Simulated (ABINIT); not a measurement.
The system is Zr.

```
Zr
1.0
     3.23200    0.00000    0.00000
    -1.61600    2.79899    0.00000
     0.00000    0.00000    5.14700
Zr
2
Direct
  0.66667 0.33333 0.75000
  0.33333 0.66667 0.25000
```

| Item | Value |
| --- | --- |
| Program | ABINIT 10.8.3 (patched build) |
| Task | single point |
| Functional | PBEsol |
| Potentials or basis | PseudoDojo NC SR PBEsol v0.4.1 standard |
| Cutoff | 898 eV |
| k mesh | 9 × 9 × 5 |
| Occupations | fermi-dirac, width 0.05 eV |
| Spin | no spin polarisation |

On this cell: pressure -3.2 GPa; largest force under 0.003 eV/Å; band gap on the k mesh none (metal or under the smearing width).

The same run follows on a disturbed copy (atoms moved at random, drawn with an rms of 0.05 Å):

```
Zr
1.0
     3.23200    0.00000    0.00000
    -1.61600    2.79899    0.00000
     0.00000    0.00000    5.14700
Zr
2
Cartesian
  1.5928 0.9479 3.8560
  0.0189 1.9105 1.2588
```

Task: What does the disturbed cell give?

Result: The energy (extrapolated to zero smearing) moves by +1.0 meV/atom; pressure -3.2 GPa; largest force 0.097 eV/Å; band gap on the k mesh none (metal or under the smearing width).

Forces in eV/Å, atoms in the order of the input:
```
Zr   0.034  0.024 -0.087
Zr  -0.034 -0.024  0.087
```

Stress tensor (GPa, compression positive):
```
-3.69 -0.27 -0.01
-0.27 -3.30  0.00
-0.01  0.00 -2.62
```
